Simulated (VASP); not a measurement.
# BaTiO3 (P4mm) in VASP: further runs, part 2 of 2

VASP 6.6.1. Earlier steps stand in the parts before.

## 5. Single point, PBEsol

Contents of INCAR:

```
SYSTEM = BaTiO3
PREC     = Accurate       ! precision mode
ENCUT    = 900            ! plane-wave cutoff, eV
EDIFF    = 1E-7           ! SCF threshold, eV
ISMEAR   = 0              ! smearing method
SIGMA    = 0.02           ! smearing width, eV
LREAL    = .False.        ! projectors in reciprocal space
LASPH    = .True.         ! aspherical terms in the spheres
NELM     = 60             ! most SCF steps
ALGO     = Normal         ! electronic algorithm
ISIF     = 2              ! what is computed and relaxed
LWAVE    = .False.        ! write WAVECAR
LCHARG   = .False.        ! write CHGCAR
GGA      = PS             ! functional
```

Contents of KPOINTS:

```
Automatic mesh
0
Gamma
  8 8 8
  0 0 0
```

Contents of POSCAR:

```
BaTiO3
1.0
    3.9665800000      0.0000000000      0.0000000000
    0.0000000000      3.9665800000      0.0000000000
    0.0000000000      0.0000000000      4.0656500000
Ba Ti O
1 1 3
Direct
    0.5000000000      0.5000000000      0.5821900000
    0.0000000000      0.0000000000      0.0986100000
    0.0000000000      0.5000000000      0.0638500000
    0.5000000000      0.0000000000      0.0638500000
    0.0000000000      1.0000000000      0.5515000000
```

Potentials or basis: VASP PAW PBE potentials, release 64 (Ba_sv, Ti_sv, O_h).

Launch:

```
cat potpaw_PBE.64/Ba_sv/POTCAR potpaw_PBE.64/Ti_sv/POTCAR potpaw_PBE.64/O_h/POTCAR > POTCAR
mpirun -np 1 vasp_std > vasp.out
```

OUTCAR:

```text
SYSTEM = BaTiO3
   PREC = Accurate
   ENCUT = 900
   EDIFF = 1E-7
   ISMEAR = 0
   LREAL = .False.
   LASPH = .True.
   NELM = 60
   ISIF = 2
   GGA = PS

 ion  position               nearest neighbor table
   1  0.500  0.500  0.582-   3 2.79   4 2.79   4 2.79   3 2.79   5 2.81   5 2.81   5 2.81   5 2.81
                             3 2.89   4 2.89   3 2.89   4 2.89   2 3.43   2 3.43   2 3.43   2 3.43
   2  0.000  0.000  0.099-   5 1.84   4 1.99   3 1.99   3 1.99   4 1.99   1 3.43   1 3.43   1 3.43
                             1 3.43   1 3.50   1 3.50   1 3.50   1 3.50
   3  0.000  0.500  0.064-   2 1.99   2 1.99   1 2.79   1 2.79   1 2.89   1 2.89
   4  0.500  0.000  0.064-   2 1.99   2 1.99   1 2.79   1 2.79   1 2.89   1 2.89
   5  0.000  0.000  0.551-   2 1.84   1 2.81   1 2.81   1 2.81   1 2.81

  LATTYP: Found a simple tetragonal cell.
 ALAT       =     3.9665800000
 C/A-ratio  =     1.0249761760

  Lattice vectors:

 A1 = (   3.9665800000,   0.0000000000,   0.0000000000)
 A2 = (   0.0000000000,   3.9665800000,   0.0000000000)
 A3 = (   0.0000000000,   0.0000000000,   4.0656500000)

Analysis of symmetry for initial positions (statically):
=====================================================================
 Subroutine PRICEL returns:
 Original cell was already a primitive cell.

 Routine SETGRP: Setting up the symmetry group for a
 simple tetragonal supercell.

 Subroutine GETGRP returns: Found  8 space group operations
 (whereof  8 operations were pure point group operations)
 out of a pool of 16 trial point group operations.

The static configuration has the point symmetry C_4v.

Analysis of symmetry for dynamics (positions and initial velocities):
=====================================================================
 Subroutine PRICEL returns:
 Original cell was already a primitive cell.

 Routine SETGRP: Setting up the symmetry group for a
 simple tetragonal supercell.

[... 132 lines left out ...]
  Fermi-wavevector in a.u.,A,eV,Ry     =   1.399933  2.645490 26.664879  1.959813
  Thomas-Fermi vector in A             =   2.522944
   LORBIT       =      0    0 simple, 1 ext, 2 COOP (PROOUT), +10 PAW based schemes
   GGA     = PS    functional components
   LHFCALC =     F    Hartree Fock is set to
   AEXX    =    0.0000 exact exchange contribution
   IVDW    =     0    specifies the selected vdW correction
   LEPSILON=     F    determine dielectric tensor
   LRPA    =     F    only Hartree local field effects (RPA)
 non-spin polarized calculation
 Gauss-broadening in eV      SIGMA  =   0.02
  energy-cutoff  :      900.00
  volume of cell :       63.97
 maximum number of plane-waves:      3980
 NGX is ok and might be reduce to    40
   NGX = 19   NGY = 19   NGZ = 19

 number of electron      40.0000008 magnetization

 Free energy of the ion-electron system (eV)
  ---------------------------------------------------
  ext. energy  EPLUGINS =         0.00000000
  ---------------------------------------------------
  free energy    TOTEN  =       -42.02426011 eV

  energy without entropy =      -42.02426011  energy(sigma->0) =      -42.02426011

 E-fermi :   4.3595     XC(G=0): -11.5224

 val. band max:        4.1776048632   @ k =   0.5000   0.5000   0.5000
 cond. band min:       5.9466271718   @ k =   0.0000   0.0000   0.0000
 fundamental gap:      1.7690223086
 Fermi energy:         4.3594715636

 k-point     1 :       0.0000    0.0000    0.0000
  band No.  band energies     occupation
      1     -52.0994      2.00000
      2     -28.5050      2.00000
      3     -28.4284      2.00000
      4     -28.4284      2.00000
      5     -20.7150      2.00000
      6     -12.7492      2.00000
[... 637 lines left out ...]
     23       7.8313      0.00000
     24       8.9449      0.00000

 [... further k-points ...]

------------------------ aborting loop because EDIFF is reached ----------------------------------------

  FORCE on cell =-STRESS in cart. coord.  units (eV):
  Direction    XX          YY          ZZ          XY          YZ          ZX
  --------------------------------------------------------------------------------------
  -------------------------------------------------------------------------------------
  Total       -0.0904436     -0.0904436     -0.1334948      0.0000000      0.0000000      0.0000000
  in kB       -2.2653004     -2.2653004     -3.3435865      0.0000000      0.0000000      0.0000000
  external PRESSURE =      -2.6247291 kB  Pullay stress =       0.0000000 kB

 VOLUME and BASIS-vectors are now :
 -----------------------------------------------------------------------------
  energy-cutoff  :      900.00
  volume of cell :       63.97
      direct lattice vectors                 reciprocal lattice vectors
     3.966580000  0.000000000  0.000000000     0.252106349  0.000000000  0.000000000
     0.000000000  3.966580000  0.000000000     0.000000000  0.252106349  0.000000000
     0.000000000  0.000000000  4.065650000     0.000000000  0.000000000  0.245963130

 POSITION                                       TOTAL-FORCE (eV/Angst)
 -----------------------------------------------------------------------------------
      1.98329      1.98329      2.36698         0.000000      0.000000     -0.005432
      0.00000      0.00000      0.40091         0.000000     -0.000000      0.033805
      0.00000      1.98329      0.25959         0.000000     -0.000000     -0.001429
      1.98329      0.00000      0.25959         0.000000      0.000000     -0.001429
      0.00000      0.00000      2.24221         0.000000     -0.000000     -0.025514
 -----------------------------------------------------------------------------------
    total drift:                                0.000000      0.000000     -0.000171

  FREE ENERGIE OF THE ION-ELECTRON SYSTEM (eV)
  ---------------------------------------------------
  free  energy   TOTEN  =       -42.0242601130 eV

  energy  without entropy=      -42.0242601130  energy(sigma->0) =      -42.02426011
```

OSZICAR:

```text
N       E                     dE             d eps       ncg     rms          rms(c)
DAV:   1     0.599298802408E+03    0.59930E+03   -0.27276E+04  3600   0.264E+03
DAV:   2     0.680791891541E+02   -0.53122E+03   -0.52260E+03  3920   0.610E+02
DAV:   3    -0.463290953176E+02   -0.11441E+03   -0.10938E+03  6136   0.206E+02
DAV:   4    -0.517942640236E+02   -0.54652E+01   -0.54622E+01  4080   0.495E+01
DAV:   5    -0.520332334096E+02   -0.23897E+00   -0.23890E+00  5872   0.952E+00    0.235E+01
DAV:   6    -0.421219507934E+02    0.99113E+01   -0.67666E+01  5656   0.769E+01    0.101E+01
DAV:   7    -0.421570156987E+02   -0.35065E-01   -0.11223E+01  4800   0.245E+01    0.675E+00
DAV:   8    -0.420155423846E+02    0.14147E+00   -0.13064E+00  5000   0.109E+01    0.250E+00
DAV:   9    -0.420360165902E+02   -0.20474E-01   -0.20631E-01  4936   0.345E+00    0.109E+00
DAV:  10    -0.420263344381E+02    0.96822E-02   -0.77798E-02  5072   0.260E+00    0.479E-01
DAV:  11    -0.420243127237E+02    0.20217E-02   -0.11068E-02  5544   0.932E-01    0.904E-02
DAV:  12    -0.420242601123E+02    0.52611E-04   -0.10012E-03  4424   0.260E-01    0.384E-02
DAV:  13    -0.420242622528E+02   -0.21405E-05   -0.18692E-04  5128   0.117E-01    0.206E-02
DAV:  14    -0.420242643697E+02   -0.21169E-05   -0.10325E-04  5264   0.985E-02    0.202E-02
DAV:  15    -0.420242599623E+02    0.44074E-05   -0.34221E-05  5000   0.502E-02    0.311E-03
DAV:  16    -0.420242603678E+02   -0.40552E-06   -0.35192E-06  4880   0.184E-02    0.468E-03
DAV:  17    -0.420242600834E+02    0.28439E-06   -0.11951E-06  4824   0.846E-03    0.568E-04
DAV:  18    -0.420242601130E+02   -0.29629E-07   -0.91929E-08  2040   0.301E-03
   1 F= -.42024260E+02 E0= -.42024260E+02  d E =-.270354E-40
```

Run time: 1.8 min. Hardware: 1 thread of Intel Xeon 6975P-C (Granite Rapids), shared host; peak memory 0.44 GiB.

What came out:

| Item | Value |
| --- | --- |
| Free energy | -42.0243 eV |
| Pressure | -0.3 GPa |
| Largest force | 0.034 eV/Å |
| Band gap on the k mesh | 1.77 eV, indirect (least direct gap 2.19 eV) |

Forces in eV/Å, atoms in the order of the input:
```
Ba   0.000  0.000 -0.005
Ti   0.000  0.000  0.034
O    0.000  0.000 -0.001
O    0.000  0.000 -0.001
O    0.000  0.000 -0.026
```

Levels at points of the mesh, in eV from the valence-band top:
```
           k point  band 16  band 17  band 18  band 19  band 20  band 21  band 22  band 23  band 24
(0.00, 0.00, 0.00)    -1.47    -1.27    -0.54    -0.42    -0.42     1.77     2.17     2.17     4.15
(0.50, 0.00, 0.00)    -2.06    -1.96    -1.77    -1.23    -1.04     2.29     3.57     3.63     4.19
(0.50, 0.50, 0.00)    -2.95    -1.88    -1.05    -1.05    -0.08     3.66     3.66     4.03     4.59
(0.00, 0.00, 0.50)    -2.07    -2.07    -2.07    -0.73    -0.73     1.93     3.57     3.57     4.15
(0.50, 0.00, 0.50)    -2.78    -1.79    -1.02    -0.98    -0.32     3.58     3.60     3.93     4.98
(0.50, 0.50, 0.50)    -2.53    -2.53    -0.24    -0.24     0.00     4.20     4.20     4.26     6.33
```

Caveat: the cutoff is under 1.25 times the usual one of these potentials, so pressure, stress and relaxed cells hold a basis-set (Pulay) error; the PAW data sets were made with another functional, which shifts forces and pressure a little; spin-orbit coupling is left out, which moves the levels of the heavy elements. A hybrid or GW would open this gap; PBEsol tends to underestimate it.

## 6. Single point, r2SCAN

INCAR: that of step 5 with these lines changed.

```diff
@@ -2,3 +2,3 @@
 PREC     = Accurate       ! precision mode
-ENCUT    = 900            ! plane-wave cutoff, eV
+ENCUT    = 520            ! plane-wave cutoff, eV
 EDIFF    = 1E-7           ! SCF threshold, eV
@@ -13,2 +13,3 @@
 LCHARG   = .False.        ! write CHGCAR
-GGA      = PS             ! functional
+METAGGA  = R2SCAN         ! meta-GGA
+LMIXTAU  = .True.
```

KPOINTS is that of step 5.

POSCAR is that of step 5.

Potentials or basis: VASP PAW PBE potentials, release 64 (Ba_sv, Ti_sv, O).

Launch:

```
cat potpaw_PBE.64/Ba_sv/POTCAR potpaw_PBE.64/Ti_sv/POTCAR potpaw_PBE.64/O/POTCAR > POTCAR
mpirun -np 1 vasp_std > vasp.out
```

OUTCAR:

```text
SYSTEM = BaTiO3
   PREC = Accurate
   ENCUT = 520
   EDIFF = 1E-7
   ISMEAR = 0
   LREAL = .False.
   LASPH = .True.
   NELM = 60
   ISIF = 2
   METAGGA = R2SCAN

 ion  position               nearest neighbor table
   1  0.500  0.500  0.582-   3 2.79   4 2.79   4 2.79   3 2.79   5 2.81   5 2.81   5 2.81   5 2.81
                             3 2.89   4 2.89   3 2.89   4 2.89   2 3.43   2 3.43   2 3.43   2 3.43
   2  0.000  0.000  0.099-   5 1.84   4 1.99   3 1.99   3 1.99   4 1.99   5 2.22   1 3.43   1 3.43
                             1 3.43   1 3.43   1 3.50   1 3.50   1 3.50   1 3.50
   3  0.000  0.500  0.064-   2 1.99   2 1.99   1 2.79   1 2.79   1 2.89   1 2.89
   4  0.500  0.000  0.064-   2 1.99   2 1.99   1 2.79   1 2.79   1 2.89   1 2.89
   5  0.000  0.000  0.551-   2 1.84   2 2.22   1 2.81   1 2.81   1 2.81   1 2.81

  LATTYP: Found a simple tetragonal cell.
 ALAT       =     3.9665800000
 C/A-ratio  =     1.0249761760

  Lattice vectors:

 A1 = (   3.9665800000,   0.0000000000,   0.0000000000)
 A2 = (   0.0000000000,   3.9665800000,   0.0000000000)
 A3 = (   0.0000000000,   0.0000000000,   4.0656500000)

Analysis of symmetry for initial positions (statically):
=====================================================================
 Subroutine PRICEL returns:
 Original cell was already a primitive cell.

 Routine SETGRP: Setting up the symmetry group for a
 simple tetragonal supercell.

 Subroutine GETGRP returns: Found  8 space group operations
 (whereof  8 operations were pure point group operations)
 out of a pool of 16 trial point group operations.

The static configuration has the point symmetry C_4v.

Analysis of symmetry for dynamics (positions and initial velocities):
=====================================================================
 Subroutine PRICEL returns:
 Original cell was already a primitive cell.

[... 133 lines left out ...]
     AMIX_MAG =   1.60;   BMIX_MAG =  1.00
  volume/ion in A,a.u.               =      12.79        86.34
  Fermi-wavevector in a.u.,A,eV,Ry     =   1.399933  2.645490 26.664879  1.959813
  Thomas-Fermi vector in A             =   2.522944
   LORBIT       =      0    0 simple, 1 ext, 2 COOP (PROOUT), +10 PAW based schemes
   METAGGA = R2SCAN    functional components
   LHFCALC =     F    Hartree Fock is set to
   AEXX    =    0.0000 exact exchange contribution
   IVDW    =     0    specifies the selected vdW correction
   LEPSILON=     F    determine dielectric tensor
   LRPA    =     F    only Hartree local field effects (RPA)
 non-spin polarized calculation
 Gauss-broadening in eV      SIGMA  =   0.02
  energy-cutoff  :      520.00
  volume of cell :       63.97
 maximum number of plane-waves:      1767
 NGX is ok and might be reduce to    30
   NGX = 15   NGY = 15   NGZ = 15

 number of electron      39.9999985 magnetization

 Free energy of the ion-electron system (eV)
  ---------------------------------------------------
  ext. energy  EPLUGINS =         0.00000000
  ---------------------------------------------------
  free energy    TOTEN  =       -74.24771810 eV

  energy without entropy =      -74.24771810  energy(sigma->0) =      -74.24771810

 E-fermi :   3.9177     XC(G=0): -11.9200

 val. band max:        3.6637742310   @ k =   0.5000   0.5000   0.5000
 cond. band min:       5.8780245681   @ k =   0.0000   0.0000   0.0000
 fundamental gap:      2.2142503371
 Fermi energy:         3.9176906705

 k-point     1 :       0.0000    0.0000    0.0000
  band No.  band energies     occupation
      1     -55.1105      2.00000
      2     -30.3528      2.00000
      3     -30.2729      2.00000
      4     -30.2729      2.00000
      5     -21.9496      2.00000
      6     -14.3154      2.00000
[... 637 lines left out ...]
     23       7.6957      0.00000
     24       8.7261      0.00000

 [... further k-points ...]

------------------------ aborting loop because EDIFF is reached ----------------------------------------

  FORCE on cell =-STRESS in cart. coord.  units (eV):
  Direction    XX          YY          ZZ          XY          YZ          ZX
  --------------------------------------------------------------------------------------
  -------------------------------------------------------------------------------------
  Total        1.4269021      1.4269021      1.3654819      0.0000000      0.0000000      0.0000000
  in kB       35.7389940     35.7389940     34.2006301      0.0000000      0.0000000      0.0000000
  external PRESSURE =      35.2262060 kB  Pullay stress =       0.0000000 kB

 VOLUME and BASIS-vectors are now :
 -----------------------------------------------------------------------------
  energy-cutoff  :      520.00
  volume of cell :       63.97
      direct lattice vectors                 reciprocal lattice vectors
     3.966580000  0.000000000  0.000000000     0.252106349  0.000000000  0.000000000
     0.000000000  3.966580000  0.000000000     0.000000000  0.252106349  0.000000000
     0.000000000  0.000000000  4.065650000     0.000000000  0.000000000  0.245963130

 POSITION                                       TOTAL-FORCE (eV/Angst)
 -----------------------------------------------------------------------------------
      1.98329      1.98329      2.36698         0.000000      0.000000     -0.027268
      0.00000      0.00000      0.40091         0.000000     -0.000000     -0.089059
      0.00000      1.98329      0.25959         0.000000     -0.000000      0.030067
      1.98329      0.00000      0.25959         0.000000     -0.000000      0.030067
      0.00000      0.00000      2.24221        -0.000000     -0.000000      0.056194
 -----------------------------------------------------------------------------------
    total drift:                                0.000000     -0.000000     -0.009960

  FREE ENERGIE OF THE ION-ELECTRON SYSTEM (eV)
  ---------------------------------------------------
  free  energy   TOTEN  =       -74.2477180996 eV

  energy  without entropy=      -74.2477180996  energy(sigma->0) =      -74.24771810
```

stdout:

```text
POSCAR found type information on POSCAR BaTiO
 POSCAR found :  3 types and       5 ions
 scaLAPACK will be used
 -----------------------------------------------------------------------------
|                                                                             |
|                                                                             |
|     You enforced a specific xc type in the INCAR file but a different       |
|     I HOPE YOU KNOW WHAT YOU ARE DOING!                                     |
|                                                                             |
 -----------------------------------------------------------------------------

 LDA part: xc-table for (None), standard interpolation
 POSCAR, INCAR and KPOINTS ok, starting setup
 FFT: planning ... GRIDC
 FFT: planning ... GRID_SOFT
 FFT: planning ... GRID
 WAVECAR not read
 entering main loop
```

Wall time 4 min (1 thread of Intel Xeon 6975P-C (Granite Rapids), shared host); peak memory 0.26 GiB.

What came out:

```yaml
Free_energy: -74.2477 eV
Pressure: 3.5 GPa
Largest_force: 0.089 eV/Å
Band_gap_on_the_k_mesh: 2.21 eV, indirect (least direct gap 2.64 eV)
```

Forces in eV/Å, atoms in the order of the input:
```
Ba   0.000  0.000 -0.027
Ti   0.000  0.000 -0.089
O    0.000  0.000  0.030
O    0.000  0.000  0.030
O    0.000  0.000  0.056
```

Stress tensor (GPa, compression positive):
```
3.57 0.00 0.00
0.00 3.57 0.00
0.00 0.00 3.42
```

Levels at points of the mesh, in eV from the valence-band top:
| k point | band 16 | band 17 | band 18 | band 19 | band 20 | band 21 | band 22 | band 23 | band 24 |
| --- | --- | --- | --- | --- | --- | --- | --- | --- | --- |
| (0.00, 0.00, 0.00) | -1.48 | -1.28 | -0.56 | -0.43 | -0.43 | 2.21 | 2.58 | 2.58 | 4.40 |
| (0.50, 0.00, 0.00) | -2.02 | -1.93 | -1.74 | -1.25 | -1.09 | 2.70 | 3.94 | 4.00 | 4.46 |
| (0.50, 0.50, 0.00) | -2.91 | -1.94 | -1.07 | -1.07 | -0.08 | 4.03 | 4.03 | 4.43 | 4.95 |
| (0.00, 0.00, 0.50) | -2.05 | -2.04 | -2.03 | -0.76 | -0.76 | 2.36 | 3.94 | 3.94 | 4.40 |
| (0.50, 0.00, 0.50) | -2.73 | -1.84 | -1.04 | -0.99 | -0.33 | 3.95 | 3.97 | 4.33 | 5.30 |
| (0.50, 0.50, 0.50) | -2.54 | -2.54 | -0.25 | -0.25 | 0.00 | 4.58 | 4.58 | 4.64 | 7.03 |

Caveat: the PAW data sets were made with another functional, which shifts forces and pressure a little; spin-orbit coupling is left out, which moves the levels of the heavy elements. A k mesh can miss the band edges.

## 7. Summary

```csv
level,potentials or basis,k mesh,cutoff (eV),smearing,gap on the mesh (eV),pressure (GPa),largest force (eV/Å)
PBEsol,"VASP PAW PBE potentials, release 64 (Ba_sv, Ti_sv, O)",8 × 8 × 8,700,gaussian 0.02 eV,1.77,0.0,0.01
PBEsol,"VASP PAW PBE potentials, release 64 (Ba_sv, Ti_sv, O)",10 × 10 × 10,520,gaussian 0.02 eV,1.76,0.2,-
PBEsol,"VASP PAW PBE potentials, release 64 (Ba_sv, Ti_sv, O)",8 × 8 × 8,520,gaussian 0.5 eV,1.76,0.2,-
PBEsol,"VASP PAW PBE potentials, release 64 (Ba_sv, Ti_sv, O_h)",8 × 8 × 8,900,gaussian 0.02 eV,1.77,-0.3,0.03
r2SCAN,"VASP PAW PBE potentials, release 64 (Ba_sv, Ti_sv, O)",8 × 8 × 8,520,gaussian 0.02 eV,2.21,3.5,0.09
```

Alike in all rows: task single point; no spin polarisation; cell as given.

Caveats: the PAW data sets were made with another functional, which shifts forces and pressure a little; spin-orbit coupling is left out, which moves the levels of the heavy elements; the cutoff is under 1.25 times the usual one of these potentials, so pressure, stress and relaxed cells hold a basis-set (Pulay) error (some runs).

Total energies depend on the potentials used, so only differences within one code and one set of settings carry meaning.
